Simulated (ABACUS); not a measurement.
# MgO (Fm-3m) in ABACUS: a series of runs

One crystal, MgO, is run at these levels: PBEsol, SCAN, PBE; tasks: relaxation of cell and atoms, single point.

Everything below comes from runs of ABACUS 3.10.1. Logs are shortened: lines on timing, memory, paths and dates and some standing lists are left out, and cuts for length are marked.

**Measured values to compare with.**

From “Electronic structure of alkaline earth and post-transition metal oxides”, 2009, arxiv:0908.1581, for a bulk crystal of MgO: band gap 7.83 eV.

How close the calculation comes is told below.

## 1. The structure

It takes space group Fm-3m (No. 225, cubic). Conventional cell: a = 4.194 Å, b = 4.194 Å, c = 4.194 Å, α = 90.00°, β = 90.00°, γ = 90.00°. Around Mg (site symmetry m-3m) lie 6 O at 2.10 Å. O (site symmetry m-3m) is surrounded by 6 Mg at 2.10 Å.

The cell is a database's computed one.

## 2. Relaxation of cell and atoms, PBEsol

File run_abacus.py:

```python
"""Relaxation by an ASE optimiser with ABACUS as a small file-based calculator."""
import re
import subprocess
import spglib
from ase import Atoms
import numpy as np
from ase.calculators.calculator import Calculator, all_changes
from ase.filters import FrechetCellFilter
from ase.io import read
from ase.optimize import BFGSLineSearch
from ase.stress import full_3x3_to_voigt_6_stress
from ase.units import Bohr, GPa

atoms = read("MgO.cif")
cell, frac, numbers = spglib.standardize_cell((atoms.cell[:], atoms.get_scaled_positions(), atoms.numbers), to_primitive=True, symprec=1e-4)
atoms = Atoms(numbers=numbers, cell=cell, scaled_positions=frac, pbc=True)  # the primitive cell
atoms = atoms[(-atoms.numbers).argsort(kind="stable")]  # ABACUS lists atoms element by element
pseudo = {'Mg': 'Mg.upf', 'O': 'O.upf'}
orbital = {}
magmoms = None
kmesh = [9, 9, 9]
params = {
    'suffix': 'MgO',
    'calculation': 'scf',
    'basis_type': 'pw',
    'pseudo_dir': './',
    'symmetry': 1,
    'dft_functional': 'pbesol',
    'ecutwfc': 92,
    'pseudo_rcut': 10,
    'nspin': 1,
    'nbands': 12,
    'ks_solver': 'dav',
    'smearing_method': 'fd',
    'smearing_sigma': 0.00367493,
    'scf_thr': 1e-08,
    'scf_nmax': 100,
    'mixing_type': 'broyden',
    'mixing_beta': 0.7,
    'cal_force': 1,
    'cal_stress': 1,
    'kpar': 4,
}

def write_input(atoms):
    symbols = atoms.get_chemical_symbols()
    elements = list(dict.fromkeys(symbols))
    lines = ["ATOMIC_SPECIES"] + [f"{e} {atoms.get_masses()[symbols.index(e)]:.4f} {pseudo[e]}" for e in elements]
    if orbital:
        lines += ["", "NUMERICAL_ORBITAL"] + [orbital[e] for e in elements]
    lines += ["", "LATTICE_CONSTANT", f"{1 / Bohr:.10f}", "", "LATTICE_VECTORS"]
    lines += [" ".join(f"{x:.10f}" for x in v) for v in atoms.cell]
    lines += ["", "ATOMIC_POSITIONS", "Direct"]
    for e in elements:
        lines += ["", e, "0.0", str(symbols.count(e))]
        for i, p in enumerate(atoms.get_scaled_positions(wrap=False)):
            if symbols[i] == e:
                mag = "" if magmoms is None else " mag " + " ".join(str(x) for x in (magmoms[i] if isinstance(magmoms[i], list) else [magmoms[i]]))
                lines.append(" ".join(f"{x:.10f}" for x in p) + " 1 1 1" + mag)
    open("STRU", "w").write("\n".join(lines) + "\n")
    open("KPT", "w").write("K_POINTS\n0\nGamma\n%d %d %d 0 0 0\n" % tuple(kmesh))
    open("INPUT", "w").write("INPUT_PARAMETERS\n" + "".join(f"{k:<20s}{v}\n" for k, v in params.items()))

class Abacus(Calculator):
    implemented_properties = ["energy", "free_energy", "forces", "stress"]

    def calculate(self, atoms=None, properties=("energy",), system_changes=all_changes):
        super().calculate(atoms, properties, system_changes)
        write_input(self.atoms)
        subprocess.run(['mpirun', '-np', '4', 'abacus'], check=True)
        log = open("OUT.MgO/running_scf.log").read()
        if "charge density convergence is achieved" not in log:
            raise RuntimeError("SCF not converged")
        rows = lambda title, n: np.array([l.split()[-3:] for l in log.split(title)[-1].split("\n")[2:2 + n]], float)
        energy = float(re.findall(r"FINAL_ETOT_IS (\S+)", log)[-1])
        stress = -rows("TOTAL-STRESS", 3) / 10 * GPa  # ABACUS prints kbar, compression positive
        self.results = dict(energy=energy, free_energy=energy, forces=rows("TOTAL-FORCE", len(self.atoms)), stress=full_3x3_to_voigt_6_stress(stress))

atoms.calc = Abacus()
opt = BFGSLineSearch(FrechetCellFilter(atoms), logfile="opt.log", trajectory="relax.traj")
print("optimiser converged:", opt.run(fmax=0.01, steps=60))
```

File MgO.cif:

```cif
data_MgO
_cell_length_a 4.19400279
_cell_length_b 4.19400279
_cell_length_c 4.19400279
_cell_angle_alpha 90.00000000
_cell_angle_beta 90.00000000
_cell_angle_gamma 90.00000000
_space_group_name_H-M_alt 'Fm-3m'
_space_group_name_Hall '-F 4 2 3'
_space_group_IT_number 225
loop_
_space_group_symop_operation_xyz
'x,y,z'
'-x,-y,-z'
'-y,x,z'
'y,-x,-z'
'-x,-y,z'
'x,y,-z'
'y,-x,z'
'-y,x,-z'
'x,-y,-z'
'-x,y,z'
'-y,-x,-z'
'y,x,z'
'-x,y,-z'
'x,-y,z'
'y,x,-z'
'-y,-x,z'
'z,x,y'
'-z,-x,-y'
'z,-y,x'
'-z,y,-x'
'z,-x,-y'
'-z,x,y'
'z,y,-x'
'-z,-y,x'
'-z,x,-y'
'z,-x,y'
'-z,-y,-x'
'z,y,x'
'-z,-x,y'
'z,x,-y'
'-z,y,x'
'z,-y,-x'
'y,z,x'
'-y,-z,-x'
'x,z,-y'
'-x,-z,y'
'-y,z,-x'
'y,-z,x'
'-x,z,y'
'x,-z,-y'
'-y,-z,x'
'y,z,-x'
'-x,-z,-y'
'x,z,y'
'y,-z,-x'
'-y,z,x'
'x,-z,y'
'-x,z,-y'
'x,y+1/2,z+1/2'
'-x,-y+1/2,-z+1/2'
'-y,x+1/2,z+1/2'
'y,-x+1/2,-z+1/2'
[... 63 lines left out ...]
'-z+1/2,y,-x+1/2'
'z+1/2,-x,-y+1/2'
'-z+1/2,x,y+1/2'
'z+1/2,y,-x+1/2'
'-z+1/2,-y,x+1/2'
'-z+1/2,x,-y+1/2'
'z+1/2,-x,y+1/2'
'-z+1/2,-y,-x+1/2'
'z+1/2,y,x+1/2'
'-z+1/2,-x,y+1/2'
'z+1/2,x,-y+1/2'
'-z+1/2,y,x+1/2'
'z+1/2,-y,-x+1/2'
'y+1/2,z,x+1/2'
'-y+1/2,-z,-x+1/2'
'x+1/2,z,-y+1/2'
'-x+1/2,-z,y+1/2'
'-y+1/2,z,-x+1/2'
'y+1/2,-z,x+1/2'
'-x+1/2,z,y+1/2'
'x+1/2,-z,-y+1/2'
'-y+1/2,-z,x+1/2'
'y+1/2,z,-x+1/2'
'-x+1/2,-z,-y+1/2'
'x+1/2,z,y+1/2'
'y+1/2,-z,-x+1/2'
'-y+1/2,z,x+1/2'
'x+1/2,-z,y+1/2'
'-x+1/2,z,-y+1/2'
'x+1/2,y+1/2,z'
'-x+1/2,-y+1/2,-z'
'-y+1/2,x+1/2,z'
'y+1/2,-x+1/2,-z'
'-x+1/2,-y+1/2,z'
'x+1/2,y+1/2,-z'
'y+1/2,-x+1/2,z'
'-y+1/2,x+1/2,-z'
'x+1/2,-y+1/2,-z'
'-x+1/2,y+1/2,z'
'-y+1/2,-x+1/2,-z'
'y+1/2,x+1/2,z'
'-x+1/2,y+1/2,-z'
'x+1/2,-y+1/2,z'
'y+1/2,x+1/2,-z'
'-y+1/2,-x+1/2,z'
'z+1/2,x+1/2,y'
'-z+1/2,-x+1/2,-y'
'z+1/2,-y+1/2,x'
'-z+1/2,y+1/2,-x'
'z+1/2,-x+1/2,-y'
'-z+1/2,x+1/2,y'
'z+1/2,y+1/2,-x'
'-z+1/2,-y+1/2,x'
'-z+1/2,x+1/2,-y'
'z+1/2,-x+1/2,y'
'-z+1/2,-y+1/2,-x'
'z+1/2,y+1/2,x'
'-z+1/2,-x+1/2,y'
'z+1/2,x+1/2,-y'
'-z+1/2,y+1/2,x'
'z+1/2,-y+1/2,-x'
'y+1/2,z+1/2,x'
'-y+1/2,-z+1/2,-x'
'x+1/2,z+1/2,-y'
'-x+1/2,-z+1/2,y'
'-y+1/2,z+1/2,-x'
'y+1/2,-z+1/2,x'
'-x+1/2,z+1/2,y'
'x+1/2,-z+1/2,-y'
'-y+1/2,-z+1/2,x'
'y+1/2,z+1/2,-x'
'-x+1/2,-z+1/2,-y'
'x+1/2,z+1/2,y'
'y+1/2,-z+1/2,-x'
'-y+1/2,z+1/2,x'
'x+1/2,-z+1/2,y'
'-x+1/2,z+1/2,-y'
loop_
_atom_site_label
_atom_site_type_symbol
_atom_site_symmetry_multiplicity
_atom_site_Wyckoff_symbol
_atom_site_fract_x
_atom_site_fract_y
_atom_site_fract_z
_atom_site_occupancy
Mg1 Mg 4 a 0.0000000000 0.0000000000 0.0000000000 1
O1 O 4 b 0.5000000000 0.0000000000 0.0000000000 1
```

Potentials or basis: PseudoDojo NC SR 0.5 PBE stringent, plane waves.

Started as:

```sh
OMP_NUM_THREADS=1 python run_abacus.py > log
```

running log:

```text
ABACUS v3.10.1

               Atomic-orbital Based Ab-initio Computation at UStc

 ------------------------------------------------------------------------------------

 READING GENERAL INFORMATION
                           global_out_dir = OUT.MgO/
                           global_in_card = INPUT
                               pseudo_dir = ./
                              orbital_dir =
                                    DSIZE = 4
                                    GSIZE = 1

 READING UNITCELL INFORMATION
                                    ntype = 2
                  lattice constant (Bohr) = 1.88973
              lattice constant (Angstrom) = 1

 READING ATOM TYPE 1
                               atom label = Mg
                      L=0, number of zeta = 1
                      L=1, number of zeta = 1
                      L=2, number of zeta = 1
             number of atom for this type = 1

 READING ATOM TYPE 2
                               atom label = O
                      L=0, number of zeta = 1
                      L=1, number of zeta = 1
                      L=2, number of zeta = 1
             number of atom for this type = 1

                        TOTAL ATOM NUMBER = 2
DIRECT COORDINATES
    atom                   x                   y                   z     mag                  vx                  vy                  vz
taud_Mg1            0.0000000000        0.0000000000        0.0000000000  0.0000        0.0000000000        0.0000000000        0.0000000000
taud_O1            0.5000000000        0.5000000000        0.5000000000  0.0000        0.0000000000        0.0000000000        0.0000000000

                          Volume (Bohr^3) = 126.729
                             Volume (A^3) = 18.7793

 Lattice vectors: (Cartesian coordinate: in unit of a_0)
                   +0            +2.10968            +2.10968
             +2.10968                  +0            +2.10968
             +2.10968            +2.10968                  +0
 Reciprocal vectors: (Cartesian coordinate: in unit of 2 pi/a_0)
            -0.237003           +0.237003           +0.237003
            +0.237003           -0.237003           +0.237003
            +0.237003           +0.237003           -0.237003
 The esolver type has been set to : ksdft_pw

                PAO radial cut off (Bohr) = 10

 Read in pseudopotential file is Mg.upf
                     pseudopotential type = NC
          exchange-correlation functional = PBE
                 nonlocal core correction = 0
                        valence electrons = 10
[... 198 lines left out ...]

 number of pseudo atomic orbitals for Mg is 3
WARNING: norm of atomic wavefunction # 3 of atomic type Mg is 0.9998, renormalized

 number of pseudo atomic orbitals for O is 2

 -------------------------------------------
 SELF-CONSISTENT
 -------------------------------------------
                                 init_chg = atomic

 PW ALGORITHM --------------- ION=   1  ELEC=   1--------------------------------

 Density error is 0.337041333971
                          Error Threshold = 0.01
----------------------------------------------------------
     Energy           Rydberg                 eV
----------------------------------------------------------
 E_KohnSham     -151.6851593183      -2063.7824687671
 E_Harris       -151.0311383022      -2054.8840563353
 E_Fermi        0.7746983140         10.5403113016
----------------------------------------------------------
[... 63 lines left out ...]
 Density error is 7.37905243207e-09
                          Error Threshold = 9.91254951131e-10
----------------------------------------------------------
     Energy           Rydberg                 eV
----------------------------------------------------------
 E_KohnSham     -151.8149277300      -2065.5480585859
 E_KS(sigma->0) -151.8149277300      -2065.5480585859
 E_Harris       -151.8147342298      -2065.5454258803
 E_band         -21.6215836808       -294.1767378429
 E_one_elec     -74.5294784528       -1014.0255759263
 E_Hartree      41.4468430745        563.9132299255
 E_xc           -24.1295842479       -328.2998361419
 E_Ewald        -94.6027081039       -1287.1358764432
 E_entropy(-TS) -0.0000000000        -0.0000000000
 E_descf        0.0000000000         0.0000000000
 E_exx          0.0000000000         0.0000000000
 E_Fermi        0.7079541891         9.6322108953
----------------------------------------------------------

 charge density convergence is achieved
 final etot is -2065.5480586 eV
 EFERMI = 9.6322108953 eV

 STATE ENERGY(eV) AND OCCUPATIONS    NSPIN == 1
 1/9 kpoint (Cartesian) = 0.0000 0.0000 0.0000 (1917 pws)
       1       -64.1636     0.00274348
       2       -30.8402     0.00274348
       3       -30.8402     0.00274348
       4       -30.8402     0.00274348
       5       -9.29768     0.00274348
       6        7.89402     0.00274348
       7        7.89402     0.00274348
       8        7.89402     0.00274348
       9        12.4523    8.78305e-28
      10        23.6311        0.00000
      11        23.6311        0.00000
      12        23.6311        0.00000
[... 57 lines left out ...]
 6/9 kpoint (Cartesian) = 0.0000 0.0000 0.052667 (1900 pws)
       1       -64.1622      0.0164609
       2       -30.8500      0.0164609
       3       -30.8436      0.0164609
       4       -30.8436      0.0164609
       5       -9.11998      0.0164609
       6        7.02348      0.0164609
       7        7.70753      0.0164609
       8        7.70753      0.0164609
       9        13.4616    9.00597e-36
      10        21.7093        0.00000
      11        24.0264        0.00000
      12        24.0264        0.00000

[... levels at 3 further k points ...]

------------------------------------------------------------------------------------------
 TOTAL-FORCE (eV/Angstrom)
------------------------------------------------------------------------------------------
                       Mg1         0.0000000000         0.0000000000         0.0000000000
                        O1         0.0000000000         0.0000000000         0.0000000000
------------------------------------------------------------------------------------------

----------------------------------------------------------------
 TOTAL-STRESS (KBAR)
----------------------------------------------------------------
        -0.2066110332         0.0000000000        -0.0000000000
         0.0000000000        -0.2066110332        -0.0000000000
         0.0000000000        -0.0000000000        -0.2066110332
----------------------------------------------------------------
 TOTAL-PRESSURE: -0.206611 KBAR

 --------------------------------------------
 !FINAL_ETOT_IS -2065.5480585858726954 eV
 --------------------------------------------
```

It took 9.9 s on 4 MPI ranks of Intel Xeon Platinum 8488C (Sapphire Rapids), shared host; peak memory 0.36 GiB.

What came out:

| Quantity | Value |
| --- | --- |
| Free energy | -2065.5481 eV |
| Relaxed volume | 9.39 Å³/atom |
| Relaxed cell | a = 2.984 Å, b = 2.984 Å, c = 2.984 Å, α = 60.00°, β = 60.00°, γ = 60.00° |
| Space group after relaxing (to 0.05 Å) | Fm-3m (No. 225) |
| Energy gained by relaxing | 1.5 meV/atom |
| Ionic steps | 3 |
| Pressure after relaxing | 0.0 GPa |
| Band gap on the k mesh | 4.56 eV, direct |

Step by step:
| step | energy change (eV) | largest force (eV/Å) | pressure (GPa) | volume (Å³) |
| --- | --- | --- | --- | --- |
| 1 | 0.0000 | 0.0000 | 2.92 | 18.44 |
| 2 | -0.0025 | 0.0000 | -1.12 | 18.91 |
| 3 | -0.0030 | 0.0000 | -0.02 | 18.78 |

Final structure:
```yaml
crystal:
  lattice:
    - [0.00000, 2.10968, 2.10968]
    - [2.10968, 0.00000, 2.10968]
    - [2.10968, 2.10968, 0.00000]
  atoms:
    - { symbol: Mg, position: [0.00000, 0.00000, 0.00000] }
    - { symbol: O, position: [0.50000, 0.50000, 0.50000] }
```

Caveat: the potentials were made for another functional, which shifts forces and pressure.

[end of part 1 of 2]
